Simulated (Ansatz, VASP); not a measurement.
**Cross-check of AlGaP2 (generalised stacking fault on (111) (glide set) of a GaP-AlP solid solution) between VASP and Ansatz**

Aim: how closely do two programs agree when they are given the same cell, functional and k mesh? The cell is taken from a series of runs on this material, whose earlier steps may have relaxed, scaled, displaced or heated it; both programs get it as it stands.

Calculated with Ansatz 0.2.0; plane waves, with VASP 6.6.1 beside it; single point at PBE.

## 1. Starting point

The cell holds 72 atoms: 18 Al, 36 P and 18 Ga. Cell: a = 6.683 Å, b = 11.576 Å, c = 19.111 Å, α = 90.0°, β = 88.3°, γ = 90.0°. As first built, before any earlier steps moved the atoms (in the runner's words): zinc-blende GaP (a = 5.4569 A), cell with z along [111], 1 x 3 x 2 periods; the third cell vector is tilted by 0.083 of 1/2[11-2] and lengthened by 0.2 A, so the cell holds one fault (glide set); displaced by a Gaussian of 0.01 A; 18 of 36 Ga sites given to Al at random (lattice constant by Vegard's rule between GaP and AlP). The structure's axis is c.

## 2. VASP: single point, PBE

With cell and atoms fixed, the geometry can't cause a difference; cores, projectors, grids and the points listed under the comparison can.

Lines of VASP's logs that name or quote its potential files are left out, and so is its time.

INCAR

```
SYSTEM = AlGaP2
PREC = Accurate
ENCUT = 500
EDIFF = 1E-06
NELM = 120
ISMEAR = 0
SIGMA = 0.05
LREAL = Auto
ALGO = Normal
GGA = PE
NBANDS = 284
LORBIT = 11
LWAVE = .FALSE.
LCHARG = .FALSE.
ISIF = 2
LASPH = .TRUE.
GGA_COMPAT = .FALSE.
EFERMI = MIDGAP
```

POSCAR

```
AlGaP2
1.0
    6.6833100000      0.0000000000      0.0000000000
    0.0000000000     11.5758300000      0.0000000000
    0.5569200000      0.0000000000     19.1032600000
Al P Ga
18 36 18
Direct
    0.4981000000      0.1646900000      0.0197000000
    0.3187700000      0.0002600000      0.1853300000
    0.4975000000      0.5002500000      0.0199300000
    0.9995800000      0.3329200000      0.0212000000
    0.6373100000      0.3335400000      0.3498300000
    0.7782600000      0.1657700000      0.6797200000
    0.2771100000      0.9997900000      0.6800100000
    0.8191000000      0.8340000000      0.1855300000
    0.3153400000      0.6665600000      0.1848700000
    0.6417300000      0.6667700000      0.3508800000
    0.4558600000      0.4999700000      0.5159500000
    0.7761500000      0.4990800000      0.6809400000
    0.9570200000      0.3339400000      0.5150200000
    0.2770000000      0.3350300000      0.6796800000
    0.0947500000      0.1675100000      0.8453900000
    0.1344000000      0.8313900000      0.3507900000
    0.4548700000      0.8320700000      0.5154900000
    0.0991500000      0.8348600000      0.8441300000
    0.4912700000      0.1667900000      0.1437800000
    0.8102400000      0.1684100000      0.3094700000
    0.9840000000      0.9999400000      0.1452900000
    0.3067400000      0.9999200000      0.3089700000
    0.6271100000      0.9981900000      0.4750800000
    0.4878200000      0.5001900000      0.1441200000
    0.8076300000      0.4990700000      0.3082100000
    0.9866100000      0.3325000000      0.1441900000
    0.3081900000      0.3330400000      0.3097400000
    0.6300300000      0.3338300000      0.4733500000
    0.1272700000      0.1658900000      0.4731600000
    0.4457200000      0.1671300000      0.6388100000
    0.7645100000      0.1681200000      0.8043200000
    0.9453900000      0.0003800000      0.6379500000
    0.2663200000      0.9996400000      0.8030900000
    0.5864400000      0.9991300000      0.9693000000
    0.4878400000      0.8322700000      0.1445200000
    0.8068100000      0.8336600000      0.3098000000
    0.9884100000      0.6676900000      0.1443800000
    0.3085100000      0.6655200000      0.3099600000
    0.6275000000      0.6669500000      0.4743400000
    0.1275700000      0.4998800000      0.4754500000
    0.4467400000      0.5002400000      0.6390900000
    0.7654700000      0.5003300000      0.8038400000
    0.9476300000      0.3328000000      0.6399800000
    0.2679000000      0.3329500000      0.8058100000
    0.5889500000      0.3320100000      0.9689400000
    0.0851300000      0.1675100000      0.9684800000
    0.1268600000      0.8343300000      0.4735900000
    0.4451400000      0.8338100000      0.6392800000
    0.7643500000      0.8353400000      0.8037500000
    0.9475200000      0.6663100000      0.6391000000
    0.2643600000      0.6661800000      0.8038000000
    0.5868200000      0.6669300000      0.9682500000
    0.0849900000      0.4992200000      0.9710400000
    0.0855200000      0.8330100000      0.9696400000
    0.8164900000      0.1670700000      0.1856700000
    0.9992800000      0.0008600000      0.0202000000
    0.6358800000      0.0005700000      0.3510900000
    0.8160700000      0.4992900000      0.1855400000
    0.3175100000      0.3334600000      0.1851100000
    0.1383000000      0.1651800000      0.3497200000
    0.4548000000      0.1669800000      0.5150500000
    0.9570700000      0.9989800000      0.5155100000
    0.5975000000      0.0002900000      0.8455600000
    0.4980900000      0.8322700000      0.0207500000
    0.9983000000      0.6670800000      0.0211000000
    0.1391300000      0.4993000000      0.3495300000
    0.5952500000      0.3315000000      0.8458100000
    0.7747300000      0.8326200000      0.6808400000
    0.9542500000      0.6674100000      0.5157900000
    0.2782300000      0.6659700000      0.6786500000
    0.5970400000      0.6663400000      0.8450400000
    0.0974900000      0.5002500000      0.8460600000
```

KPOINTS

```
Automatic mesh
0
Gamma
5 3 2
0 0 0
```

Potentials, in the order of the species: Al, P and Ga_d (PBE family, release 64).

On the command line:

```console
> export OMP_NUM_THREADS=3
> mpirun -np 1 vasp_std
```

Numbers of over 12 decimals in the logs are rounded to 6 here.

The log of the run:

```text
[banner, memory and clock lines left out]
running    1 mpi-ranks, on    1 nodes
[...]
Offloading initialized ...    1 GPUs detected
[...]
LDA part: xc-table for (Slater+PW92), standard interpolation
 POSCAR, INCAR and KPOINTS ok, starting setup
[...]
entering main loop
       N       E                     dE             d eps       ncg     rms          rms(c)
DAV:   1     0.511364663044E+04    0.51136E+04   -0.16913E+05  9088   0.190E+03
DAV:   2     0.795429105632E+03   -0.43182E+04   -0.41967E+04  9840   0.529E+02
DAV:   3    -0.231933026155E+03   -0.10274E+04   -0.94714E+03 11592   0.197E+02
DAV:   4    -0.351816128223E+03   -0.11988E+03   -0.11809E+03 12000   0.622E+01
[...]
DAV:  16    -0.346318262621E+03   -0.12919E-04   -0.12093E-04 10712   0.533E-02    0.732E-03
DAV:  17    -0.346318268786E+03   -0.61649E-05   -0.63883E-05 11712   0.296E-02    0.484E-03
DAV:  18    -0.346318268984E+03   -0.19814E-06   -0.76356E-06  7528   0.132E-02
   1 F= -.34631827E+03 E0= -.34631827E+03  d E =-.397083E-13
```

OUTCAR, selected parts (step 2):

```text
 POSITION                                       TOTAL-FORCE (eV/Angst)
 -----------------------------------------------------------------------------------
      3.33993      1.90642      0.37633        -1.517604      0.282000      0.167874
      2.23365      0.00301      3.54041        -0.055307      0.015639     -0.059173
      3.33605      5.79081      0.38073        -1.513807     -0.144799      0.015918
      6.69231      3.85383      0.40499        -1.650646     -0.120865      0.151157
      4.45417      3.86100      6.68289         0.059662      0.003164      0.115879
      5.57990      1.91893     12.98487        -0.214906      0.072758      0.162894
      2.23072     11.57340     12.99041        -0.184939      0.102106     -0.034255
      5.57762      9.65424      3.54423        -0.145015     -0.139089      0.125150
      2.21047      7.71599      3.53162         0.220423     -0.057520      0.250502
      4.48429      7.71842      6.70295        -0.195677     -0.106093     -0.033925
      3.33400      5.78757      9.85633         0.191978     -0.047008     -0.112440
      5.56648      5.77727     13.00817         0.067572      0.103620     -0.067236
      6.68289      3.86563      9.83856         0.102159     -0.179104      0.184751
      2.22980      3.87825     12.98410         0.009745     -0.188812      0.418547
[...]
-----------------------------------------------------------------------------------
    total drift:                                0.038374     -0.008608      0.005582

  FREE ENERGIE OF THE ION-ELECTRON SYSTEM (eV)
  ---------------------------------------------------
  free  energy   TOTEN  =      -346.3182689840 eV

  energy  without entropy=     -346.3182689840  energy(sigma->0) =     -346.31826898
```

The run ends at a pressure of 2.36 GPa, with forces up to 1.8 eV/Å.

## 3. Ansatz: single point, PBE

Ansatz runs on its default PAW (the set named soft_2) files.

The same cell, functional, mesh and smearing now go to Ansatz, which takes its cutoff from its data sets.

input.yaml

```yaml
crystal:
  lattice:
    - [6.68331, 0.0, 0.0]
    - [0.0, 11.57583, 0.0]
    - [0.55692, 0.0, 19.10326]
  atoms:
    - { symbol: Al, position: [0.4981, 0.16469, 0.0197] }
    - { symbol: P, position: [0.49127, 0.16679, 0.14378] }
    - { symbol: Ga, position: [0.81649, 0.16707, 0.18567] }
    - { symbol: P, position: [0.81024, 0.16841, 0.30947] }
    - { symbol: Ga, position: [0.99928, 0.00086, 0.0202] }
    - { symbol: P, position: [0.984, 0.99994, 0.14529] }
    - { symbol: Al, position: [0.31877, 0.00026, 0.18533] }
    - { symbol: P, position: [0.30674, 0.99992, 0.30897] }
    - { symbol: Ga, position: [0.63588, 0.00057, 0.35109] }
    - { symbol: P, position: [0.62711, 0.99819, 0.47508] }
    - { symbol: Al, position: [0.4975, 0.50025, 0.01993] }
    - { symbol: P, position: [0.48782, 0.50019, 0.14412] }
    - { symbol: Ga, position: [0.81607, 0.49929, 0.18554] }
    - { symbol: P, position: [0.80763, 0.49907, 0.30821] }
    - { symbol: Al, position: [0.99958, 0.33292, 0.0212] }
    - { symbol: P, position: [0.98661, 0.3325, 0.14419] }
    - { symbol: Ga, position: [0.31751, 0.33346, 0.18511] }
    - { symbol: P, position: [0.30819, 0.33304, 0.30974] }
    - { symbol: Al, position: [0.63731, 0.33354, 0.34983] }
    - { symbol: P, position: [0.63003, 0.33383, 0.47335] }
    - { symbol: Ga, position: [0.1383, 0.16518, 0.34972] }
    - { symbol: P, position: [0.12727, 0.16589, 0.47316] }
    - { symbol: Ga, position: [0.4548, 0.16698, 0.51505] }
    - { symbol: P, position: [0.44572, 0.16713, 0.63881] }
    - { symbol: Al, position: [0.77826, 0.16577, 0.67972] }
    - { symbol: P, position: [0.76451, 0.16812, 0.80432] }
    - { symbol: Ga, position: [0.95707, 0.99898, 0.51551] }
    - { symbol: P, position: [0.94539, 0.00038, 0.63795] }
    - { symbol: Al, position: [0.27711, 0.99979, 0.68001] }
    - { symbol: P, position: [0.26632, 0.99964, 0.80309] }
    - { symbol: Ga, position: [0.5975, 0.00029, 0.84556] }
    - { symbol: P, position: [0.58644, 0.99913, 0.9693] }
    - { symbol: Ga, position: [0.49809, 0.83227, 0.02075] }
    - { symbol: P, position: [0.48784, 0.83227, 0.14452] }
    - { symbol: Al, position: [0.8191, 0.834, 0.18553] }
    - { symbol: P, position: [0.80681, 0.83366, 0.3098] }
    - { symbol: Ga, position: [0.9983, 0.66708, 0.0211] }
    - { symbol: P, position: [0.98841, 0.66769, 0.14438] }
    - { symbol: Al, position: [0.31534, 0.66656, 0.18487] }
    - { symbol: P, position: [0.30851, 0.66552, 0.30996] }
    - { symbol: Al, position: [0.64173, 0.66677, 0.35088] }
    - { symbol: P, position: [0.6275, 0.66695, 0.47434] }
    - { symbol: Ga, position: [0.13913, 0.4993, 0.34953] }
    - { symbol: P, position: [0.12757, 0.49988, 0.47545] }
    - { symbol: Al, position: [0.45586, 0.49997, 0.51595] }
    - { symbol: P, position: [0.44674, 0.50024, 0.63909] }
    - { symbol: Al, position: [0.77615, 0.49908, 0.68094] }
    - { symbol: P, position: [0.76547, 0.50033, 0.80384] }
    - { symbol: Al, position: [0.95702, 0.33394, 0.51502] }
    - { symbol: P, position: [0.94763, 0.3328, 0.63998] }
    - { symbol: Al, position: [0.277, 0.33503, 0.67968] }
    - { symbol: P, position: [0.2679, 0.33295, 0.80581] }
    - { symbol: Ga, position: [0.59525, 0.3315, 0.84581] }
    - { symbol: P, position: [0.58895, 0.33201, 0.96894] }
    - { symbol: Al, position: [0.09475, 0.16751, 0.84539] }
    - { symbol: P, position: [0.08513, 0.16751, 0.96848] }
    - { symbol: Al, position: [0.1344, 0.83139, 0.35079] }
    - { symbol: P, position: [0.12686, 0.83433, 0.47359] }
    - { symbol: Al, position: [0.45487, 0.83207, 0.51549] }
    - { symbol: P, position: [0.44514, 0.83381, 0.63928] }
    - { symbol: Ga, position: [0.77473, 0.83262, 0.68084] }
    - { symbol: P, position: [0.76435, 0.83534, 0.80375] }
    - { symbol: Ga, position: [0.95425, 0.66741, 0.51579] }
    - { symbol: P, position: [0.94752, 0.66631, 0.6391] }
    - { symbol: Ga, position: [0.27823, 0.66597, 0.67865] }
    - { symbol: P, position: [0.26436, 0.66618, 0.8038] }
    - { symbol: Ga, position: [0.59704, 0.66634, 0.84504] }
    - { symbol: P, position: [0.58682, 0.66693, 0.96825] }
    - { symbol: Ga, position: [0.09749, 0.50025, 0.84606] }
    - { symbol: P, position: [0.08499, 0.49922, 0.97104] }
    - { symbol: Al, position: [0.09915, 0.83486, 0.84413] }
    - { symbol: P, position: [0.08552, 0.83301, 0.96964] }
kpoints:
  mp_grid: { grid: [5, 3, 2] }
hamiltonian:
  xc: pbe
scf:
  occupations: { method: gaussian, width: 0.05 }
output:
  forces: true
  stress: true
  populations: true
  dos:
    method: { smearing: { sigma: 0.08 } }
    de: 0.1
    projected: { site_lists: { Al: [Al], Ga: [Ga], P: [P] } }
  eigenvalues: true
```

On the command line:

```console
> ansatz run input.yaml --threads 4 --pin off --max-ram 8192MiB --backend cpu --events-out ev --progress --plain --runs-dir out
```

The log of the run:

```text
Engine: ansatz 0.2.0, aarch64-unknown-linux-gnu
Pseudopotentials: kind: paw
Pseudopotential: Al, paw, valence charge 3, recommended cutoff 420 eV (normal), Al.paw.azcp
Pseudopotential: P, paw, valence charge 5, recommended cutoff 420 eV (normal), P.paw.azcp
Pseudopotential: Ga, paw, valence charge 13, recommended cutoff 420 eV (normal), Ga.paw.azcp
Functional definition: PBE
  parameter kappa = 0.804
  parameter beta = 0.066725
  exchange = pbe_x(kappa = kappa, mu = beta*pi^2/3)
  correlation = pbe_c(beta = beta)
Crystal: 72 atoms, lattice volume = 1477.921 Å³
Basis set: ecut = 420 eV, 28917 PW (Γ), exchange–correlation on 90×160×256 points (8 copies of the dense FFT grid, shifted against one another)
Bands: 306, of which v1, the nominal top of the filled ones, is band 234 counted from 1 (233 counted from 0)
Symmetry: 1 space group operations
Space group: P1 (ITA 1), of the structure as read, at distance tolerance 1.1e-4 Å
k-points: 16 of 30 (time reversal used)
Non-local potential: Al, projectors of the file, l = 0: 2, l = 1: 2, l = 2: 1
Non-local potential: P, projectors of the file, l = 0: 2, l = 1: 2, l = 2: 2
Non-local potential: Ga, projectors of the file, l = 0: 2, l = 1: 2, l = 2: 3, l = 3: 1
PAW form: soft (Blöchl's): semilocal exchange-correlation on the pseudo side does not see the compensation charge
PAW one-centre angular grid: Al, 110 points (default); XC on 64 Gauss nodes
PAW one-centre angular grid: P, 110 points (default); XC on 64 Gauss nodes
PAW one-centre angular grid: Ga, 590 points (default); XC on 64 Gauss nodes
Initial density: superposition of atomic densities (neutral atoms: chi_scale 0, normalization atom), corrected by the library's trained network
Initial wavefunctions: pseudopotential atomic-orbital guess
Functional: x = pbe(κ = 0.804, μ = 0.219515), c = pbe(β = 0.066725)
SCF iter   1: F=—  HF=-105007.300724 eV  |F-HF|=—  |Δ(HF+E_count)|=         —  Δρ=1.58e-3  dr2=2.00e-1  ethr=1.77e-3  ⟨swp⟩=8.1  Hψ=23436  notcnv=0  defer=382
preconditioner: auto → Resta (q_TF=auto, 2.252 Å⁻¹)  ε∞=4.0  [insulator: Δε(μ)=0.632 eV  Ē_g=12.165 eV  σ=0.050 eV  W_gap=1.00  n_scr=288 (ndim 8)  ℏωp=20.9 eV  f_vac=0.000  D(μ)=0.00/eV (n_scr^D=0)  ε∞_Penn≈4.0]
SCF iter   2: F=—  HF=-105007.238661 eV  |F-HF|=—  |Δ(HF+E_count)|=   6.21e-2  Δρ=9.73e-4  dr2=1.96e-2  ethr=4.28e-5  ⟨swp⟩=2.0  Hψ=9435  notcnv=0  defer=809
SCF iter   3: F=—  HF=-105007.235606 eV  |F-HF|=—  |Δ(HF+E_count)|=   3.06e-3  Δρ=4.31e-4  dr2=4.66e-3  ethr=4.18e-6  ⟨swp⟩=2.0  Hψ=7582  notcnv=0  defer=809
SCF iter   4: F=—  HF=-105007.235591 eV  |F-HF|=—  |Δ(HF+E_count)|=   1.54e-5  Δρ=1.78e-4  dr2=6.34e-4  ethr=9.95e-7  ⟨swp⟩=2.0  Hψ=7582  notcnv=0  defer=809
SCF iter   5: F=—  HF=-105007.235698 eV  |F-HF|=—  |Δ(HF+E_count)|=   1.07e-4  Δρ=6.81e-5  dr2=8.39e-5  ethr=1.35e-7  ⟨swp⟩=2.0  Hψ=7582  notcnv=0  defer=809
SCF iter   6: F=—  HF=-105007.235665 eV  |F-HF|=—  |Δ(HF+E_count)|=   3.24e-5  Δρ=1.96e-5  dr2=1.20e-5  ethr=1.79e-8  ⟨swp⟩=2.0  Hψ=7582  notcnv=0  defer=809
SCF iter   7: F=—  HF=-105007.235672 eV  |F-HF|=—  |Δ(HF+E_count)|=   6.15e-6  Δρ=6.49e-6  dr2=1.80e-6  ethr=2.55e-9  ⟨swp⟩=2.4  Hψ=7850  notcnv=0  defer=810
SCF iter   8: F=—  HF=-105007.235672 eV  |F-HF|=—  |Δ(HF+E_count)|=   6.31e-7  Δρ=2.24e-6  dr2=1.35e-7  ethr=3.86e-10  ⟨swp⟩=2.7  Hψ=7332  notcnv=0  defer=811
SCF iter   9: F=-105007.235672 eV  HF=-105007.235672 eV  |F-HF|=2.85e-8  |Δ(HF+E_count)|=   6.65e-8  Δρ=9.32e-7  dr2=3.23e-8  ethr=2.14e-11  ⟨swp⟩=14.4  Hψ=29065  notcnv=0
SCF 1 converged in 9 iterations: F = -105007.235672 eV  dr2 = 3.23e-8
  greatest PAW one-centre occupation: 0.995 electrons in one spin orbital (limit 2), on the Ga atom at site 4 (counted from 0), in its partial waves of l = 2
SCF converged after 9 iterations
Free energy (F): -105007.235672 eV
Harris-Foulkes:  -105007.235672 eV  (|F-HF|=2.85e-8)
Internal energy: -105007.235672 eV  (E = F + TS)
E sigma→0 (E₀):  -105007.235672 eV
Fermi energy:    7.243227 eV
--- Per-component energies (eV) ---
  E_band       = -1167.066621
  E_kinetic    = 5039.364351
  E_local      = -48280.078357  (includes V_loc(G=0)·N_el)
  E_nonlocal   = 9065.605482
  E_hartree    = 22258.279637
  E_xc         = -4178.930054
  E_vxc        = -3759.606050  (∫ρ·V_xc dr)
  E_paw        = -64716.891413  (= ΣΔE_a)
  E_vpaw       = -7748.918965  (= ΣTr[D̂ρ^β])
  E_aug_tail   = -0.001915  (compensation charges beyond the density's cutoff)
  E_ewald      = -24194.583403
  E_smearing   = -0.000000  (= −TS)
  E_closure    = -0.000000  (closes the sum)
  Σ components = -105007.235672   (vs F -105007.235672, Δ=0.00e0)
--- Forces (eV/Å), atoms counted from 1 ---
  atom   1  Al    -1.52393679     0.28349393     0.17120253
  atom   2  P     -0.40750110    -0.04261943    -0.16518978
  atom   3  Ga     0.15678633    -0.02941704     0.15025411
  atom   4  P     -0.27698732    -0.22802423    -0.07298715
[...]
k-point 2: bands = [... 230 lower, 5.6144, 5.7607, 6.5680, 6.9069, 7.7011, 7.9798, 8.4331, 8.4758, ... 68 higher]
  k-point 15: bands = [... 230 lower, 5.3844, 5.4384, 5.5721, 5.6960, 7.6708, 7.8992, 7.9627, 8.0817, ... 68 higher]
--- Löwdin populations: 72 sites ---
  site symbol       q [e]
     0     Al      2.5747
     1      P      5.1676
     2     Ga     12.9404
     3      P      5.0850
     4     Ga     12.8979
     5      P      5.1707
     6     Al      2.6028
     7      P      5.1666
     8     Ga     12.9388
     9      P      5.0846
    10     Al      2.5785
    11      P      5.1674
    12     Ga     12.9342
    13      P      5.1688
    14     Al      2.5780
    15      P      5.0837
    16     Ga     12.9353
    17      P      5.0850
    18     Al      2.6088
    19      P      5.2589
    20     Ga     12.9462
    21      P      5.0825
    22     Ga     12.9411
    23      P      5.2541
[...]
64     Ga     12.9432
    65      P      5.0861
    66     Ga     12.9318
    67      P      5.1631
    68     Ga     12.9282
    69      P      5.1859
    70     Al      2.6018
    71      P      5.1363
  spilling = 0.004404 (of n_electrons = 468.000000)
```

## 4. Side by side

Known differences besides the potentials themselves: the cutoff is 420 eV in Ansatz and 500 eV in VASP (PREC = Accurate, projectors in real space). Total energies have different zeros and are not compared.

Compared:

```csv
quantity,Ansatz,VASP,difference
pressure (GPa),2.44,2.36,+0.08
gap on the k mesh (eV),0.497,0.499,-0.002
```

Forces on 9 of the 72 atoms, those with the largest forces and the largest differences (eV/Å; atoms numbered as in POSCAR):

```csv
atom,"Ansatz x, y, z","VASP x, y, z"
Al1,"-1.524, 0.283, 0.171","-1.518, 0.282, 0.168"
Al3,"-1.518, -0.144, 0.016","-1.514, -0.145, 0.016"
Al4,"-1.657, -0.126, 0.152","-1.651, -0.121, 0.151"
P34,"1.472, -0.217, -0.193","1.470, -0.215, -0.184"
P45,"1.487, 0.137, 0.130","1.479, 0.142, 0.141"
P46,"1.638, -0.150, -0.054","1.632, -0.153, -0.046"
P53,"1.722, 0.274, -0.371","1.719, 0.270, -0.357"
P54,"1.525, 0.117, -0.441","1.524, 0.115, -0.438"
Ga56,"-1.372, -0.099, 0.294","-1.367, -0.099, 0.281"
```

The forces differ by 3.6 meV/Å r.m.s., which is 0.9 % of the r.m.s. force of 0.389 eV/Å (both taken over all components). A gap on the mesh is an upper bound, since the band edges may lie between its points.

## 5. Results

```
r.m.s. force difference (single point, PBE) : 0.93 % of the r.m.s. force
```

What this shows: The r.m.s. force difference is 0.93 % of the r.m.s. force (single point, PBE), within the 3 % picked in this series as the mark of a large difference. How closely two codes agree says nothing of how well the functional describes the real material.

[Lines on the potential files, build, host, timing and source positions are cut from VASP's logs without a mark.]

[Logs are printed without paths, hosts, clocks, repeated set-up lines and the standing remarks that a program may print on its own settings, such as how far it seeks lower states.]

[Hosts, paths, dates, database ids (printed as entryN), source tags and the programs' standing remarks are cut or masked in the printed files.]
